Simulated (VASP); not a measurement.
# C18O in VASP: a series of runs

The runs below take C18O through single point, with PBE.

Everything below comes from runs of VASP 6.6.1. Logs are shortened: lines on timing, memory, paths and dates and some standing lists are left out, and cuts for length are marked.

### 1 Starting point

The cell holds a slab with vacuum, 19 atoms: a = 7.398 Å, b = 7.398 Å, c = 11.000 Å, α = 90.00°, β = 90.00°, γ = 120.00°.

The cell was built by a generator and needn't be a form met in nature.

### 2 Single point, PBE, collinear spin, zero start

File INCAR:

```
  PREC = Accurate
  ENCUT = 520
  EDIFF = 1E-7
  ISMEAR = -1
  SIGMA = 0.05
  LREAL = Auto
  LASPH = True
  NELM = 150
  ALGO = Normal
  ISIF = 2
  LWAVE = False
  LCHARG = False
  ISPIN = 2
  MAGMOM = 0 0 0 0 0 0 0 0 0 0 0 0 0 0 0 0 0 0 0
  LORBIT = 11
  GGA = PE
  NBANDS = 58
```

File KPOINTS:

```
Automatic mesh
0
Gamma
  2 2 1
```

File POSCAR:

```
C18O
1.0
    7.3980000000      0.0000000000      0.0000000000
   -3.6990000000      6.4068560000      0.0000000000
    0.0000000000      0.0000000000     11.0000000000
C O
18 1
Direct
   -0.0037811203      0.0016451127      0.0821288182
    0.2162660468      0.1119811340      0.0821490000
   -0.0056841704      0.3329425540      0.0835597273
    0.2173023986      0.4437713287      0.0877686364
   -0.0047784899      0.6698990894      0.0877671818
    0.2182107407      0.7807272397      0.0835752727
    0.3281875613      0.0006892616      0.0826606364
    0.5514048122      0.1120267101      0.0821348182
    0.3231377610      0.3320973657      0.0900431818
    0.5478435846      0.4400618650      0.1137574545
    0.3303637327      0.6698883196      0.0877651818
    0.5478686198      0.7815666530      0.0900102727
    0.6611219822      0.0016867868      0.0821191818
    0.8843237387      0.1129775665      0.0826375455
    0.6646677498      0.3321576137      0.0900393636
    0.8821534644      0.4437686753      0.0877752727
    0.6646251853      0.6736107382      0.1137176364
    0.8893568994      0.7815329391      0.0900046364
    0.6062737274      0.5568848434      0.2276591818
```

Potentials or basis: VASP PAW PBE potentials, release 64 (C, O).

Command:

```console
$ cat potpaw_PBE.64/C/POTCAR potpaw_PBE.64/O/POTCAR > POTCAR
$ mpirun -np 1 vasp_std > vasp.out
```

OUTCAR:

```text
PREC = Accurate
   ENCUT = 520
   EDIFF = 1E-7
   ISMEAR = -1
   LREAL = Auto
   LASPH = True
   NELM = 150
   ISIF = 2
   ISPIN = 2
   LORBIT = 11
   GGA = PE

 ion  position               nearest neighbor table
   1  0.996  0.002  0.082-   2 1.41  18 1.41  14 1.43
   2  0.216  0.112  0.082-   1 1.41   9 1.41   7 1.43
   3  0.994  0.333  0.084-  14 1.41   4 1.43  16 1.43
   4  0.217  0.444  0.088-   9 1.39   3 1.43  11 1.45
   5  0.995  0.670  0.088-  18 1.39   6 1.43  16 1.45
   6  0.218  0.781  0.084-   7 1.41   5 1.43  11 1.43
   7  0.328  0.001  0.083-   6 1.41   2 1.43   8 1.43
   8  0.551  0.112  0.082-  13 1.41  15 1.41   7 1.43
   9  0.323  0.332  0.090-   4 1.39   2 1.41  10 1.46
  10  0.548  0.440  0.114-  19 1.46   9 1.46  15 1.46  17 1.50
  11  0.330  0.670  0.088-  12 1.39   6 1.43   4 1.45
  12  0.548  0.782  0.090-  11 1.39  13 1.41  17 1.46
  13  0.661  0.002  0.082-   8 1.41  12 1.41  14 1.43
  14  0.884  0.113  0.083-   3 1.41  13 1.43   1 1.43
  15  0.665  0.332  0.090-  16 1.39   8 1.41  10 1.46
  16  0.882  0.444  0.088-  15 1.39   3 1.43   5 1.45
  17  0.665  0.674  0.114-  19 1.46  12 1.46  18 1.46  10 1.50
  18  0.889  0.782  0.090-   5 1.39   1 1.41  17 1.46
  19  0.606  0.557  0.228-  10 1.46  17 1.46

  LATTYP: Found a hexagonal cell.
 ALAT       =     7.3980000000
 C/A-ratio  =     1.4868883482

  Lattice vectors:

 A1 = (   7.3980000000,   0.0000000000,   0.0000000000)
 A2 = (  -3.6990000000,   6.4068560000,   0.0000000000)
 A3 = (   0.0000000000,   0.0000000000,  11.0000000000)

Analysis of symmetry for initial positions (statically):
=====================================================================
 Subroutine PRICEL returns:
 Original cell was already a primitive cell.

 Routine SETGRP: Setting up the symmetry group for a
 hexagonal supercell.

 Subroutine GETGRP returns: Found  1 space group operations
 (whereof  1 operations were pure point group operations)
 out of a pool of 24 trial point group operations.

The static configuration has the point symmetry C_1 .

Analysis of symmetry for dynamics (positions and initial velocities):
=====================================================================
 Subroutine PRICEL returns:
 Original cell was already a primitive cell.

 Routine SETGRP: Setting up the symmetry group for a
 hexagonal supercell.

 Subroutine GETGRP returns: Found  1 space group operations
 (whereof  1 operations were pure point group operations)
 out of a pool of 24 trial point group operations.

The dynamic configuration has the point symmetry C_1 .

Analysis of structural, dynamic, and magnetic symmetry:
=====================================================================
 Subroutine PRICEL returns:
 Original cell was already a primitive cell.

 Routine SETGRP: Setting up the symmetry group for a
 hexagonal supercell.

 Subroutine GETGRP returns: Found  1 space group operations
 (whereof  1 operations were pure point group operations)
 out of a pool of 24 trial point group operations.

The overall configuration has the point symmetry C_1 .

 Subroutine INISYM returns: Found  1 space group operations
 (whereof  1 operations are pure point group operations),
 and found     1 'primitive' translations

----------------------------------------------------------------------------------------

                                     Primitive cell

  volume of cell :     521.3771

  direct lattice vectors                    reciprocal lattice vectors
     7.398000000  0.000000000  0.000000000     0.135171668  0.078041398  0.000000000
    -3.699000000  6.406856000  0.000000000     0.000000000  0.156082796  0.000000000
     0.000000000  0.000000000 11.000000000     0.000000000  0.000000000  0.090909091

  length of vectors
     7.398000000  7.398000054 11.000000000     0.156082797  0.156082796  0.090909091

  position of ions in fractional coordinates (direct lattice)
     0.996218880  0.001645113  0.082128818
     0.216266047  0.111981134  0.082149000
     0.994315830  0.332942554  0.083559727
     0.217302399  0.443771329  0.087768636
     0.995221510  0.669899089  0.087767182
     0.218210741  0.780727240  0.083575273
[... 11 lines left out ...]
     0.889356899  0.781532939  0.090004636
     0.606273727  0.556884843  0.227659182

  ion indices of the primitive-cell ions
   primitive index   ion index
                 1           1
                 2           2
                 3           3
                 4           4
                 5           5
                 6           6
[... 11 lines left out ...]
                18          18
                19          19

----------------------------------------------------------------------------------------

 KPOINTS: Automatic mesh

Automatic generation of k-mesh.
 Grid dimensions read from file:
 generate k-points for:    2    2    1

 Generating k-lattice:

  Cartesian coordinates                     Fractional coordinates (reciprocal lattice)
     0.067585834  0.039020699  0.000000000     0.500000000 -0.000000000  0.000000000
     0.000000000  0.078041398  0.000000000     0.000000000  0.500000000  0.000000000
     0.000000000  0.000000000  0.090909091     0.000000000  0.000000000  1.000000000

  Length of vectors
     0.078041399  0.078041398  0.090909091

  Shift w.r.t. Gamma in fractional coordinates (k-lattice)
     0.000000000  0.000000000  0.000000000

 Subroutine IBZKPT returns following result:
 ===========================================

 Found      4 irreducible k-points:

 Following reciprocal coordinates:
            Coordinates               Weight
  0.000000  0.000000  0.000000      1.000000
  0.500000 -0.000000  0.000000      1.000000
  0.000000  0.500000  0.000000      1.000000
  0.500000  0.500000  0.000000      1.000000
   k-points           NKPTS =      4   k-points in BZ     NKDIM =      4   number of bands    NBANDS=     58
   number of dos      NEDOS =    301   number of ions     NIONS =     19
   total plane-waves  NPLWV = 263424
   dimension x,y,z NGX =    56 NGY =   56 NGZ =   84
   dimension x,y,z NGXF=   112 NGYF=  112 NGZF=  168
   ions per type =              18   1
   NGX,Y,Z   is equivalent  to a cutoff of  12.58, 12.58, 12.70 a.u.
   NGXF,Y,Z  is equivalent  to a cutoff of  25.17, 25.17, 25.39 a.u.
 SYSTEM =  unknown system
   PREC   = accura    normal or accurate (medium, high low for compatibility)
   ISTART =      0    job   : 0-new  1-cont  2-samecut
   ICHARG =      2    charge: 1-file 2-atom 10-const
   ISPIN  =      2    spin polarized calculation?
   LNONCOLLINEAR =      F non collinear calculations
   LSORBIT =      F    spin-orbit coupling
   LASPH  =      T    aspherical Exc in radial PAW
   ENCUT  =  520.0 eV  38.22 Ry    6.18 a.u.  13.76 13.76 20.45*2*pi/ulx,y,z
   NELM   =    150;   NELMIN=  2; NELMDL= -5     # of ELM steps
   EDIFF  = 0.1E-06   stopping-criterion for ELM
   LREAL  =      T    real-space projection
   EDIFFG = 0.1E-05   stopping-criterion for IOM
   NSW    =      0    number of steps for IOM
   IBRION =     -1    ionic relax: 0-MD 1-quasi-New 2-CG
   NFREE  =      0    steps in history (QN), initial steepest desc. (CG)
   ISIF   =      2    stress and relaxation
   ISYM   =      2    0-nonsym 1-usesym 2-fastsym
   POTIM  = 0.5000    time-step for ionic-motion
   TEBEG  =    0.0;   TEEND  =   0.0 temperature during run
   PSTRESS=    0.0 pullay stress
   NELECT =      78.0000    total number of electrons
   NUPDOWN=      -1.0000    fix difference up-down
   EMIN   =  10.00;   EMAX   =-10.00  energy-range for DOS
   EFERMI =   0.00;   METHOD = LEGACY
   ISMEAR =    -1;   SIGMA  =   0.05  broadening in eV -4-tet -1-fermi 0-gaus
   EFERMI_NEDOS =   21; number of points for ismear=-14 and -15
   IALGO  =     38    algorithm
   IMIX   =      4    mixing-type and parameters
     AMIX     =   0.40;   BMIX     =  1.00
     AMIX_MAG =   1.60;   BMIX_MAG =  1.00
  volume/ion in A,a.u.               =      27.44       185.18
  Fermi-wavevector in a.u.,A,eV,Ry     =   0.869072  1.642308 10.276289  0.755286
  Thomas-Fermi vector in A             =   1.987841
   LORBIT       =     11    0 simple, 1 ext, 2 COOP (PROOUT), +10 PAW based schemes
   GGA     = PE    functional components
   LHFCALC =     F    Hartree Fock is set to
   AEXX    =    0.0000 exact exchange contribution
   IVDW    =     0    specifies the selected vdW correction
   LEPSILON=     F    determine dielectric tensor
   LRPA    =     F    only Hartree local field effects (RPA)
 spin polarized calculation
  energy-cutoff  :      520.00
  volume of cell :      521.38
 maximum number of plane-waves:     14099
 NGX is ok and might be reduce to    56
   NGX = 27   NGY = 27   NGZ = 41

 number of electron      77.9999998 magnetization       0.0000001

 number of electron      77.9999998 magnetization      -0.0000000

 Free energy of the ion-electron system (eV)
  ---------------------------------------------------
  ext. energy  EPLUGINS =         0.00000000
  ---------------------------------------------------
  free energy    TOTEN  =      -169.86807763 eV

  energy without entropy =     -169.85024200  energy(sigma->0) =     -169.85915982

 E-fermi :  -1.5642     XC(G=0):  -4.0779

 val. band max:       -1.6666621010   @ k =   0.0000   0.0000   0.0000
 cond. band min:      -1.4615551319   @ k =   0.0000   0.0000   0.0000
 fundamental gap:      0.2051069691
 Fermi energy:        -1.5642245658

 spin component 1

 k-point     1 :       0.0000    0.0000    0.0000
  band No.  band energies     occupation
      1     -24.8534      1.00000
      2     -20.8584      1.00000
      3     -18.6900      1.00000
      4     -18.6896      1.00000
      5     -18.6102      1.00000
      6     -18.5710      1.00000
[... 43 lines left out ...]
     50       4.3596      0.00000
     51       5.2022      0.00000
[... 160 lines left out ...]
     50       4.4379      0.00000
     51       4.5713      0.00000
 Fermi energy:        -1.5642245658

 spin component 2

 k-point     1 :       0.0000    0.0000    0.0000
  band No.  band energies     occupation
      1     -24.8534      1.00000
      2     -20.8584      1.00000
      3     -18.6900      1.00000
      4     -18.6896      1.00000
      5     -18.6102      1.00000
      6     -18.5710      1.00000
[... 43 lines left out ...]
     50       4.3596      0.00000
     51       5.2022      0.00000
[... 160 lines left out ...]
     50       4.4379      0.00000
     51       4.5713      0.00000
 [bands above 51 left out]

------------------------ aborting loop because EDIFF is reached ----------------------------------------

  FORCE on cell =-STRESS in cart. coord.  units (eV):
  Direction    XX          YY          ZZ          XY          YZ          ZX
  --------------------------------------------------------------------------------------
  -------------------------------------------------------------------------------------
  Total        4.1405979      6.1965864      0.2836776      0.0160581     -0.0102232      0.0083433
  in kB       12.7239416     19.0419366      0.8717333      0.0493461     -0.0314157      0.0256386
  external PRESSURE =      10.8792038 kB  Pullay stress =       0.0000000 kB

 VOLUME and BASIS-vectors are now :
 -----------------------------------------------------------------------------
  energy-cutoff  :      520.00
  volume of cell :      521.38
      direct lattice vectors                 reciprocal lattice vectors
     7.398000000  0.000000000  0.000000000     0.135171668  0.078041398  0.000000000
    -3.699000000  6.406856000  0.000000000     0.000000000  0.156082796  0.000000000
     0.000000000  0.000000000 11.000000000     0.000000000  0.000000000  0.090909091

 POSITION                                       TOTAL-FORCE (eV/Angst)
 -----------------------------------------------------------------------------------
      7.36394      0.01054      0.90342        -0.008713      0.004894     -0.003263
      1.18572      0.71745      0.90364         0.010198     -0.003723     -0.002655
      6.12439      2.13311      0.91916        -0.001532      0.013283      0.005147
     -0.03391      2.84318      0.96546        -0.005550      0.006193     -0.003249
      4.88469      4.29195      0.96544        -0.000370     -0.006213     -0.001120
     -1.27359      5.00201      0.91933        -0.004194     -0.011104      0.002733
[... 11 lines left out ...]
      3.68857      5.00717      0.99005        -0.002526     -0.002471     -0.006974
      2.42530      3.56788      2.50425        -0.000581      0.000295      0.342042
 -----------------------------------------------------------------------------------
    total drift:                               -0.005239      0.005287     -0.005929

  FREE ENERGIE OF THE ION-ELECTRON SYSTEM (eV)
  ---------------------------------------------------
  free  energy   TOTEN  =      -169.8680776276 eV

  energy  without entropy=     -169.8502420027  energy(sigma->0) =     -169.85915982

 total charge

# of ion       s       p       d       tot
------------------------------------------
    1        0.865   1.798   0.000   2.663
    2        0.865   1.798   0.000   2.663
    3        0.864   1.787   0.000   2.650
    4        0.862   1.786   0.000   2.648
    5        0.862   1.786   0.000   2.648
    6        0.864   1.787   0.000   2.650
[... 11 lines left out ...]
   18        0.866   1.797   0.000   2.663
   19        1.598   3.423   0.000   5.022
--------------------------------------------------
tot         17.100  35.587   0.000  52.688

 magnetization (x)

# of ion       s       p       d       tot
------------------------------------------
    1        0.000   0.000   0.000   0.000
    2       -0.000  -0.000   0.000  -0.000
    3        0.000   0.000   0.000   0.000
    4       -0.000  -0.000   0.000  -0.000
    5        0.000   0.000   0.000   0.000
    6       -0.000  -0.000   0.000  -0.000
[... 11 lines left out ...]
   18       -0.000  -0.000   0.000  -0.000
   19        0.000   0.000   0.000   0.000
--------------------------------------------------
tot          0.000  -0.000   0.000  -0.000
```

Run time: 5.9 min. Hardware: 1 thread of Intel Xeon 6975P-C (Granite Rapids), shared host; peak memory 0.81 GiB.

Results:

```
Free energy                                           : -169.8681 eV
Largest force                                         : 0.342 eV/Å
Band gap on the k mesh                                : 0.21 eV, direct
Net moment                                            : 0.00 μB per cell
Valence electrons inside the program's atomic spheres : C 2.66, 2.65, 2.58; O 5.02
```

Forces in eV/Å, atoms in the order of the input:
```
C   -0.009  0.005 -0.003
C    0.010 -0.004 -0.003
C   -0.002  0.013  0.005
C   -0.006  0.006 -0.003
C    0.000 -0.006 -0.001
C   -0.004 -0.011  0.003
C   -0.001  0.006 -0.006
C   -0.005 -0.005 -0.007
C   -0.004  0.005 -0.008
C    0.005 -0.134 -0.151
C   -0.005 -0.002  0.004
C    0.009 -0.006 -0.003
C    0.008 -0.002 -0.004
C    0.007 -0.014 -0.003
C   -0.009 -0.006 -0.010
C    0.005  0.019  0.003
C    0.004  0.136 -0.148
C   -0.003 -0.002 -0.007
O   -0.001  0.000  0.342
```

Caveat: the k mesh is coarse (spacing up to 0.49 Å⁻¹), so the values aren't converged. As with any semilocal functional, this PBE gap is likely too small.

(Part 1 of 2 ends here.)
